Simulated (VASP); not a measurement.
Write the native input for VASP 6.6.1 that does the following.

| Quantity | Value |
| --- | --- |
| Task | single point |
| Functional | r2SCAN |
| Potentials or basis | VASP PAW PBE potentials, release 64 (Ca_sv, O) |
| Cutoff | 520 eV |
| k mesh | 8 × 8 × 8 |
| Occupations | gaussian, width 0.01 eV |
| Spin | no spin polarisation |
| Dipole correction | no |
| Further INCAR settings | ALGO = Normal; EDIFF = 1e-06; NBANDS = 15 |

The system is CaO.

```
Ca O
1.0
     2.90321    0.07505    0.00000
     0.07505    2.90321    0.00000
     0.00000    0.00000    2.90321
Ca O
1 1
Direct
  0.00000 0.00000 0.00000
  0.50000 0.50000 0.50000
```

The cell was built by a generator and needn't be a form met in nature.

The cell isn't the ideal one: shear_xy strain +5.2%.

One way to write it, as run:

POSCAR

```
CaO
1.0
    2.9032089648      0.0750479517      0.0000000000
    0.0750479517      2.9032089648      0.0000000000
    0.0000000000      0.0000000000      2.9032089648
Ca O
1 1
Direct
    0.0000000000      0.0000000000      0.0000000000
    0.5000000000      0.5000000000      0.5000000000
```

INCAR.step1

```
PREC = Accurate ; ENCUT = 520
ISMEAR = 0 ; SIGMA = 0.01
LREAL = False ; LASPH = True
NELM = 100 ; NBANDS = 15
GGA = PE ; ALGO = Normal
EDIFF = 1E-4 ; LWAVE = True
LCHARG = False
```

INCAR.step2

```
PREC = Accurate ; ENCUT = 520
EDIFF = 1E-6 ; ISMEAR = 0
SIGMA = 0.01 ; LREAL = False
LASPH = True ; NELM = 100
ALGO = Normal ; ISIF = 2
LWAVE = False ; LCHARG = False
METAGGA = R2SCAN ; LMIXTAU = True
NBANDS = 15 ; ISTART = 1
```

KPOINTS

```
regular mesh
0
Gamma
  8 8 8
```

Potentials or basis: VASP PAW PBE potentials, release 64 (Ca_sv, O).

Run with:

```console
$ cat potpaw_PBE.64/Ca_sv/POTCAR potpaw_PBE.64/O/POTCAR > POTCAR
$ cp INCAR.step1 INCAR
$ mpirun -np 1 vasp_std > vasp.out
$ cp INCAR.step2 INCAR
$ mpirun -np 1 vasp_std > vasp.out
```

It gave:

| Item | Value |
| --- | --- |
| Pressure | 1.4 GPa |
| Band gap on the k mesh | 3.29 eV, indirect (least direct gap 3.57 eV) |

Caveat: the PAW data sets were made with another functional, which shifts forces and pressure a little.

Run time: 59 s on 1 thread of Intel(R) Xeon(R) Platinum 8488C (Sapphire Rapids), with other jobs on the host, peak memory 0.17 GiB.
